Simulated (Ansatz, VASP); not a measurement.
**One calculation of AlN, two programs**

Contents of POSCAR:

```
AlN
1.0
    0.0000000000      2.1362439000      2.0345180000
    2.1362439000      0.0000000000      2.0345180000
    2.1362439000      2.1362439000      0.0000000000
Al N
1 1
Direct
    0.5000000000      0.5000000000      0.5000000000
    0.0000000000      0.0000000000      0.0000000000
```

The input INCAR.step1:

```
SYSTEM = AlN
PREC     = Accurate       ! precision mode
ENCUT    = 520            ! plane-wave cutoff, eV
ISMEAR   = 0              ! smearing method
SIGMA    = 0.05           ! smearing width, eV
LREAL    = .False.        ! projectors in reciprocal space
LASPH    = .True.         ! aspherical terms in the spheres
NELM     = 100            ! most SCF steps
NBANDS   = 11             ! bands
GGA      = PE             ! functional
ALGO     = Normal         ! electronic algorithm
EDIFF    = 1E-4           ! SCF threshold, eV
LWAVE    = .True.         ! write WAVECAR
LCHARG   = .False.        ! write CHGCAR
```

INCAR.step2

```
SYSTEM = AlN
PREC     = Accurate       ! precision mode
ENCUT    = 520            ! plane-wave cutoff, eV
EDIFF    = 1E-6           ! SCF threshold, eV
ISMEAR   = 0              ! smearing method
SIGMA    = 0.05           ! smearing width, eV
LREAL    = .False.        ! projectors in reciprocal space
LASPH    = .True.         ! aspherical terms in the spheres
NELM     = 100            ! most SCF steps
ALGO     = Normal         ! electronic algorithm
ISIF     = 2              ! what is computed and relaxed
LWAVE    = .False.        ! write WAVECAR
LCHARG   = .True.         ! write CHGCAR
METAGGA  = R2SCAN         ! meta-GGA
LMIXTAU  = .True.       
LELF     = .True.         ! ELF
LVHAR    = .True.       
NBANDS   = 11             ! bands
ISTART   = 1
```

The input KPOINTS:

```
Automatic mesh
0
Gamma
  10 10 10
  0 0 0
```

Input for Ansatz:

```yaml
crystal:
  lattice:
    - [0.0, 2.1362439, 2.034518]
    - [2.1362439, 0.0, 2.034518]
    - [2.1362439, 2.1362439, 0.0]
  atoms:
    - { symbol: Al, position: [0.5, 0.5, 0.5] }
    - { symbol: "N", position: [0.0, 0.0, 0.0] }
basis:
  ecutwfc: 500
kpoints:
  mp_grid: { grid: [10, 10, 10] }
hamiltonian:
  xc: r2scan
scf:
  occupations: { method: gaussian, width: 0.05 }
output:
  forces: true
  stress: true
  eigenvalues: true
```

Change from the starting cell: strain +0.050 along x and y, +0.000 along z, atoms carried along.

Alike in both runs: task single point; functional r2SCAN; k mesh 10 × 10 × 10; occupations gaussian, width 0.05 eV; no spin polarisation.

```csv
,VASP,Ansatz
version,VASP 6.6.1,Ansatz 0.2.0
potentials or method,"VASP PAW PBE potentials, release 64 (Al, N)","scalar-relativistic, plane waves, PAW"
plane-wave cutoff (eV),520,500
valence electrons in the cell,8,8
```

```csv
,VASP,Ansatz,Ansatz less VASP
gap on the k mesh at the Fermi level (eV),4.03,4.02,-0.002
least direct gap on the mesh (eV),4.71,4.68,-0.037
pressure (GPa),-26.1,-25.4,+0.69
largest component of the traceless stress (GPa),4.12,4.02,-0.096
```

Caveats: so large a pressure means that the cell lies far from this level's equilibrium, or that cutoff or potentials fall short (VASP); the potentials were made for another functional, which shifts forces and pressure (VASP). A k mesh can miss the band edges.
